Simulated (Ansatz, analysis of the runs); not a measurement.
# Conductance against twist: 4,4'-biphenylene with amine ends, rings twisted by 0 degrees, between Au (111) faces with adatoms, and onwards, part 2 of 4

Aim: how does the conductance follow the angle between the two rings?

Ansatz 0.2.0; DFT PBE, plane waves, PAW; transmission of a junction between electrodes.

So far, conductance of the junction (G₀): step 2 (transmission, twist 0 degree) 0.0129.

## 4. Transmission, twist 20 degree

This step: DFT PBE, plane waves, PAW; transmission of a junction between electrodes (Ansatz 0.2.0).

One ring is turned to 20°, with its anchor, and the junction is built anew at the same bond lengths.

Contents of input.yaml:

```yaml
crystal:
  lattice:
    - [8.8246926292, 0.0, 0.0]
    - [4.4123463146, 7.6424079975, 0.0]
    - [0.0, 0.0, 32.8247888895]
  atoms:
    - { symbol: Au, position: [0.722222222, 0.722222222, 0.0] }
    - { symbol: Au, position: [0.722222222, 0.055555556, 0.0] }
    - { symbol: Au, position: [0.722222222, 0.388888889, 0.0] }
    - { symbol: Au, position: [0.055555556, 0.722222222, 0.0] }
    - { symbol: Au, position: [0.055555556, 0.055555556, 0.0] }
    - { symbol: Au, position: [0.055555556, 0.388888889, 0.0] }
    - { symbol: Au, position: [0.388888889, 0.722222222, 0.0] }
    - { symbol: Au, position: [0.388888889, 0.055555556, 0.0] }
    - { symbol: Au, position: [0.388888889, 0.388888889, 0.0] }
    - { symbol: Au, position: [0.833333333, 0.833333333, 0.073169614] }
    - { symbol: Au, position: [0.833333333, 0.166666667, 0.073169614] }
    - { symbol: Au, position: [0.833333333, 0.5, 0.073169614] }
    - { symbol: Au, position: [0.166666667, 0.833333333, 0.073169614] }
    - { symbol: Au, position: [0.166666667, 0.166666667, 0.073169614] }
    - { symbol: Au, position: [0.166666667, 0.5, 0.073169614] }
    - { symbol: Au, position: [0.5, 0.833333333, 0.073169614] }
    - { symbol: Au, position: [0.5, 0.166666667, 0.073169614] }
    - { symbol: Au, position: [0.5, 0.5, 0.073169614] }
    - { symbol: Au, position: [0.944444444, 0.944444444, 0.146339227] }
    - { symbol: Au, position: [0.944444444, 0.277777778, 0.146339227] }
    - { symbol: Au, position: [0.944444444, 0.611111111, 0.146339227] }
    - { symbol: Au, position: [0.277777778, 0.944444444, 0.146339227] }
    - { symbol: Au, position: [0.277777778, 0.277777778, 0.146339227] }
    - { symbol: Au, position: [0.277777778, 0.611111111, 0.146339227] }
    - { symbol: Au, position: [0.611111111, 0.944444444, 0.146339227] }
    - { symbol: Au, position: [0.611111111, 0.277777778, 0.146339227] }
    - { symbol: Au, position: [0.611111111, 0.611111111, 0.146339227] }
    - { symbol: Au, position: [0.055555556, 0.055555556, 0.219508841] }
    - { symbol: Au, position: [0.055555556, 0.388888889, 0.219508841] }
    - { symbol: Au, position: [0.055555556, 0.722222222, 0.219508841] }
[... 7 lines left out ...]
    - { symbol: "N", position: [0.253490029, 0.612449617, 0.322920645] }
    - { symbol: C, position: [0.307274442, 0.599829366, 0.363486061] }
    - { symbol: C, position: [0.334158851, 0.72936865, 0.380484406] }
    - { symbol: C, position: [0.402508832, 0.710534762, 0.41984414] }
    - { symbol: C, position: [0.451273747, 0.558744541, 0.442741293] }
    - { symbol: C, position: [0.431186691, 0.425838754, 0.424646926] }
    - { symbol: C, position: [0.362616168, 0.445244628, 0.385294818] }
    - { symbol: C, position: [0.523360268, 0.538852148, 0.484089017] }
    - { symbol: C, position: [0.620976149, 0.373466037, 0.502183393] }
    - { symbol: C, position: [0.689275591, 0.355102366, 0.541535517] }
    - { symbol: C, position: [0.666604248, 0.500671678, 0.563344289] }
    - { symbol: C, position: [0.563025672, 0.666212449, 0.546345954] }
    - { symbol: C, position: [0.494660476, 0.685105282, 0.506986203] }
    - { symbol: "N", position: [0.721632812, 0.483264819, 0.603909715] }
    - { symbol: H, position: [0.199180914, 0.537532623, 0.316334696] }
    - { symbol: H, position: [0.179153219, 0.737402755, 0.312937689] }
    - { symbol: H, position: [0.302328392, 0.846731679, 0.363251851] }
    - { symbol: H, position: [0.420572135, 0.814754998, 0.432253241] }
    - { symbol: H, position: [0.469036637, 0.305115618, 0.441140499] }
    - { symbol: H, position: [0.352525433, 0.337949256, 0.371950111] }
    - { symbol: H, position: [0.644880255, 0.256591319, 0.485689806] }
    - { symbol: H, position: [0.761008711, 0.225227494, 0.554880277] }
    - { symbol: H, position: [0.534053601, 0.782786713, 0.563578507] }
    - { symbol: H, position: [0.415444307, 0.816169958, 0.494577103] }
    - { symbol: H, position: [0.826286491, 0.364481755, 0.610495625] }
    - { symbol: H, position: [0.737485057, 0.583330123, 0.613892711] }
[... 29 lines left out ...]
    - { symbol: Au, position: [0.611111111, 0.944444444, 0.926830386] }
    - { symbol: Au, position: [0.611111111, 0.277777778, 0.926830386] }
    - { symbol: Au, position: [0.944444444, 0.611111111, 0.926830386] }
    - { symbol: Au, position: [0.944444444, 0.944444444, 0.926830386] }
    - { symbol: Au, position: [0.944444444, 0.277777778, 0.926830386] }
    - { symbol: Au, position: [0.277777778, 0.611111111, 0.926830386] }
    - { symbol: Au, position: [0.277777778, 0.944444444, 0.926830386] }
    - { symbol: Au, position: [0.277777778, 0.277777778, 0.926830386] }
kpoints:
  mp_grid: { grid: [4, 4, 1] }
scf:
  occupations: { method: fermi_dirac, width: 0.1 }
hamiltonian:
  xc: pbe
output:
  transmission: { leads: [[91, 0]], e_range: [-0.7, 0.7], de: 0.035, kmesh: [4, 4] }
  dos: { projected: true, e_range: [-5, 4] }
  write_potential: true
  write_density: true
  volumetric_format: npy
```

Run with:

```sh
ansatz run input.yaml --threads 16 --pin off --max-ram 61440MiB --backend cuda --events-out ev --progress --plain --runs-dir out --max-vram 78GiB
```

Numbers of over 12 decimals in the logs are rounded to 6 here.

Output:

```text
[...]
Crystal: 100 atoms, lattice volume = 2213.766 Å³
Basis set: ecut = 420 eV, 43267 PW (Γ)
Bands: 886, of which v1, the nominal top of the filled ones, is band 738 counted from 1 (737 counted from 0)
Symmetry: 1 space group operations
[...]
k-points: 10 of 16 (time reversal used)
[...]
basis      : 595 plane waves across, 50 finite elements along
  points     : 10, standing for a mesh of 4 x 4
  on the GPU : 9 of these points; the CPU solved the others: they were too small for the GPU, or it had no memory for them, could not solve them or had refused or failed an earlier call
[...]
filled         : 0.0 meV under the level at which it is neutral
    channels       : 7.687500e0 a spin
[...]
junction   : crystal 0 to crystal 0, -0.50 to 29.92 Å
    transmission   : 1.170923e-2 a spin
[...]
resistance     : 7.3743e-1 Ω µm² beyond half of each lead's own
[key lines of the parts left out:]
SCF converged after 10 iterations
```

Wall time 8 min (1 × NVIDIA GB200 with 16 threads of Arm Neoverse V2, shared host); peak memory 19 GiB; 76 min of CPU time.

The transmission, one spin by energy, zero at the Fermi level:

```
energy (eV)  transmission, one spin
     -0.700                  0.0933
     -0.665                  0.0811
     -0.630                  0.0725
     -0.595                  0.0667
     -0.560                  0.0611
     -0.525                  0.0528
     -0.490                  0.0429
     -0.420                  0.0298
     -0.385                  0.0261
     -0.350                  0.0234
     -0.315                  0.0214
     -0.280                  0.0198
     -0.245                  0.0184
     -0.210                  0.0171
     -0.175                  0.0160
     -0.140                  0.0150
     -0.105                  0.0141
     -0.070                  0.0132
     -0.035                  0.0124
      0.000                  0.0117
      0.035                  0.0111
      0.070                  0.0106
      0.105                  0.0101
      0.140                 0.00972
      0.175                 0.00953
      0.210                  0.0105
      0.245                 0.00644
      0.280                 0.00545
      0.315                 0.00498
      0.350                 0.00469
      0.385                 0.00446
      0.420                 0.00427
      0.490                 0.00400
      0.525                  0.0039
      0.560                 0.00381
      0.595                 0.00374
      0.630                 0.00370
      0.665                 0.00369
      0.700                 0.00365
```

The conductance is 0.0118 G₀. The conductance is 0.91 times that of the last run that gave one. The lead's Hamiltonian steps by 29.4 meV, which the program calls too much for a lead. The largest term of the program's error estimate is 66 %, from band edges of the leads and from resonances.

## 5. Landauer integrals

This step: Landauer integrals over the computed T(E), interpolated linearly between its energies (analysis of the runs above).

The thermopower is 11.7 μV/K. The Lorenz ratio is 1.01, where the Wiedemann-Franz law gives 1. These values rest on a semilocal level alignment and on the mesh across the current. Moving the level by up to 0.1 eV either way gives 8.8 to 13 μV/K.

## 6. The open system, twist 40 degree

This step: DFT PBE, plane waves, PAW; transmission of a junction between electrodes (Ansatz 0.2.0).

One ring is turned to 40°, with its anchor, and the junction is built anew at the same bond lengths.

The cell differs from the one that the last finished run ended in (c 32.825 → 32.748 Å).

Contents of input.yaml:

```yaml
crystal:
  lattice:
    - [8.8246926292, 0.0, 0.0]
    - [4.4123463146, 7.6424079975, 0.0]
    - [0.0, 0.0, 32.748112678]
  atoms:
    - { symbol: Au, position: [0.722222222, 0.722222222, 0.0] }
    - { symbol: Au, position: [0.722222222, 0.055555556, 0.0] }
    - { symbol: Au, position: [0.722222222, 0.388888889, 0.0] }
    - { symbol: Au, position: [0.055555556, 0.722222222, 0.0] }
    - { symbol: Au, position: [0.055555556, 0.055555556, 0.0] }
    - { symbol: Au, position: [0.055555556, 0.388888889, 0.0] }
    - { symbol: Au, position: [0.388888889, 0.722222222, 0.0] }
    - { symbol: Au, position: [0.388888889, 0.055555556, 0.0] }
    - { symbol: Au, position: [0.388888889, 0.388888889, 0.0] }
    - { symbol: Au, position: [0.833333333, 0.833333333, 0.073340932] }
    - { symbol: Au, position: [0.833333333, 0.166666667, 0.073340932] }
    - { symbol: Au, position: [0.833333333, 0.5, 0.073340932] }
    - { symbol: Au, position: [0.166666667, 0.833333333, 0.073340932] }
    - { symbol: Au, position: [0.166666667, 0.166666667, 0.073340932] }
    - { symbol: Au, position: [0.166666667, 0.5, 0.073340932] }
    - { symbol: Au, position: [0.5, 0.833333333, 0.073340932] }
    - { symbol: Au, position: [0.5, 0.166666667, 0.073340932] }
    - { symbol: Au, position: [0.5, 0.5, 0.073340932] }
    - { symbol: Au, position: [0.944444444, 0.944444444, 0.146681865] }
    - { symbol: Au, position: [0.944444444, 0.277777778, 0.146681865] }
    - { symbol: Au, position: [0.944444444, 0.611111111, 0.146681865] }
    - { symbol: Au, position: [0.277777778, 0.944444444, 0.146681865] }
    - { symbol: Au, position: [0.277777778, 0.277777778, 0.146681865] }
    - { symbol: Au, position: [0.277777778, 0.611111111, 0.146681865] }
    - { symbol: Au, position: [0.611111111, 0.944444444, 0.146681865] }
    - { symbol: Au, position: [0.611111111, 0.277777778, 0.146681865] }
    - { symbol: Au, position: [0.611111111, 0.611111111, 0.146681865] }
    - { symbol: Au, position: [0.055555556, 0.055555556, 0.220022797] }
    - { symbol: Au, position: [0.055555556, 0.388888889, 0.220022797] }
    - { symbol: Au, position: [0.055555556, 0.722222222, 0.220022797] }
[... 7 lines left out ...]
    - { symbol: "N", position: [0.248032364, 0.622539647, 0.32163546] }
    - { symbol: C, position: [0.295367252, 0.621774356, 0.36244587] }
    - { symbol: C, position: [0.319755427, 0.755957467, 0.377476466] }
    - { symbol: C, position: [0.381838816, 0.748639167, 0.417190305] }
    - { symbol: C, position: [0.426743759, 0.603883924, 0.44246868] }
    - { symbol: C, position: [0.409322197, 0.466021456, 0.426400153] }
    - { symbol: C, position: [0.347017912, 0.473912634, 0.386684934] }
    - { symbol: C, position: [0.492247032, 0.596088959, 0.48419031] }
    - { symbol: C, position: [0.628787545, 0.439904785, 0.500258849] }
    - { symbol: C, position: [0.690685721, 0.433015632, 0.539974082] }
    - { symbol: C, position: [0.621702338, 0.582939971, 0.564213158] }
    - { symbol: C, position: [0.4806214, 0.736814122, 0.549182568] }
    - { symbol: C, position: [0.418478813, 0.744278821, 0.509468711] }
    - { symbol: "N", position: [0.673180798, 0.571946381, 0.605023578] }
    - { symbol: H, position: [0.194649078, 0.54589029, 0.316151579] }
    - { symbol: H, position: [0.175463972, 0.744293981, 0.309660702] }
    - { symbol: H, position: [0.290835178, 0.86801759, 0.358408236] }
    - { symbol: H, position: [0.398094446, 0.856226621, 0.428012923] }
    - { symbol: H, position: [0.444374506, 0.35039265, 0.444786677] }
    - { symbol: H, position: [0.338879205, 0.362983087, 0.374981413] }
    - { symbol: H, position: [0.688612582, 0.321328045, 0.481872315] }
    - { symbol: H, position: [0.794076348, 0.308813789, 0.551677655] }
    - { symbol: H, position: [0.417081011, 0.85299411, 0.568250793] }
    - { symbol: H, position: [0.308993538, 0.866829601, 0.498646092] }
    - { symbol: H, position: [0.797218935, 0.474183638, 0.610507423] }
    - { symbol: H, position: [0.649457842, 0.687888003, 0.616998372] }
[... 29 lines left out ...]
    - { symbol: Au, position: [0.611111111, 0.944444444, 0.926659068] }
    - { symbol: Au, position: [0.611111111, 0.277777778, 0.926659068] }
    - { symbol: Au, position: [0.944444444, 0.611111111, 0.926659068] }
    - { symbol: Au, position: [0.944444444, 0.944444444, 0.926659068] }
    - { symbol: Au, position: [0.944444444, 0.277777778, 0.926659068] }
    - { symbol: Au, position: [0.277777778, 0.611111111, 0.926659068] }
    - { symbol: Au, position: [0.277777778, 0.944444444, 0.926659068] }
    - { symbol: Au, position: [0.277777778, 0.277777778, 0.926659068] }
kpoints:
  mp_grid: { grid: [4, 4, 1] }
scf:
  occupations: { method: fermi_dirac, width: 0.1 }
hamiltonian:
  xc: pbe
output:
  transmission: { leads: [[91, 0]], e_range: [-0.7, 0.7], de: 0.035, kmesh: [4, 4] }
  dos: { projected: true, e_range: [-5, 4] }
  write_potential: true
  write_density: true
  volumetric_format: npy
```

Output:

```text
[...]
Crystal: 100 atoms, lattice volume = 2208.595 Å³
Basis set: ecut = 420 eV, 43183 PW (Γ)
Bands: 886, of which v1, the nominal top of the filled ones, is band 738 counted from 1 (737 counted from 0)
Symmetry: 1 space group operations
[...]
k-points: 10 of 16 (time reversal used)
[...]
transmission: 450 of 500 steps passed
[...]
SCF converged after 10 iterations
[...]
--- Transmission ---
  basis      : 595 plane waves across, 50 finite elements along
  points     : 10, standing for a mesh of 4 x 4
  on the GPU : 10 of these points
[...]
filled         : 0.0 meV under the level at which it is neutral
    channels       : 7.687500e0 a spin
[...]
junction   : crystal 0 to crystal 0, -0.50 to 29.84 Å
    transmission   : 8.447789e-3 a spin
[...]
resistance     : 1.0221e0 Ω µm² beyond half of each lead's own
```

Run time: 3.6 min. Hardware: 1 × NVIDIA GB200 with 16 threads; peak memory 18 GiB; 27 min of CPU time.

Transmission, one spin against energy, zero at the Fermi level:

| energy (eV) | transmission, one spin |
| --- | --- |
| -0.700 | 0.0725 |
| -0.665 | 0.0631 |
| -0.630 | 0.0567 |
| -0.595 | 0.0527 |
| -0.560 | 0.0490 |
| -0.525 | 0.0421 |
| -0.490 | 0.0331 |
| -0.420 | 0.0222 |
| -0.385 | 0.0195 |
| -0.350 | 0.0174 |
| -0.315 | 0.0159 |
| -0.280 | 0.0146 |
| -0.245 | 0.0136 |
| -0.210 | 0.0126 |
| -0.175 | 0.0118 |
| -0.140 | 0.0110 |
| -0.105 | 0.0103 |
| -0.070 | 0.00960 |
| -0.035 | 0.00899 |
| 0.000 | 0.00845 |
| 0.035 | 0.00796 |
| 0.070 | 0.00756 |
| 0.105 | 0.00717 |
| 0.140 | 0.00688 |
| 0.175 | 0.00669 |
| 0.210 | 0.00733 |
| 0.245 | 0.00434 |
| 0.280 | 0.00370 |
| 0.315 | 0.00339 |
| 0.350 | 0.00318 |
| 0.385 | 0.00302 |
| 0.420 | 0.00288 |
| 0.490 | 0.00266 |
| 0.525 | 0.00257 |
| 0.560 | 0.00249 |
| 0.595 | 0.00243 |
| 0.630 | 0.00238 |
| 0.665 | 0.00235 |
| 0.700 | 0.00231 |

The conductance is 0.00851 G₀. The conductance is 0.72 times that of the last run that gave one. The lead's Hamiltonian steps by 26.9 meV, which the program calls too much for a lead. The largest term of the program's error estimate is 188 %, from band edges of the leads and from resonances.

## 7. Conductance and thermopower from T(E)

This step: Landauer integrals over the computed T(E), interpolated linearly between its energies (analysis of the runs above).

T(E) held rigid; rough near sharp steps of T(E). Table of conductance at 300 K by shift of the leads' level:

```
shift of the leads' level (eV)  conductance at 300 K (G₀)
                        -0.350                     0.0180
                        -0.300                     0.0156
                        -0.250                     0.0138
                        -0.200                     0.0124
                        -0.150                     0.0113
                        -0.100                     0.0102
                        -0.050                    0.00931
                         0.000                    0.00851
                         0.050                    0.00784
                         0.100                    0.00730
                         0.150                    0.00687
                         0.200                    0.00626
                         0.250                    0.00488
                         0.300                    0.00378
                         0.350                    0.00326
```

The thermopower is 12.6 μV/K. The Lorenz ratio is 1.01, where the Wiedemann-Franz law gives 1. These values rest on a semilocal level alignment and on the mesh across the current. Moving the level by up to 0.1 eV either way gives 10.0 to 14 μV/K.

(Part 2 of 4 ends here.)

[Logs are printed without paths, hosts, clocks, repeated set-up lines and the standing remarks that a program may print on its own settings, such as how far it seeks lower states.]

[Hosts, paths, dates, database ids (printed as entryN), source tags and the programs' standing remarks are cut or masked in the printed files.]
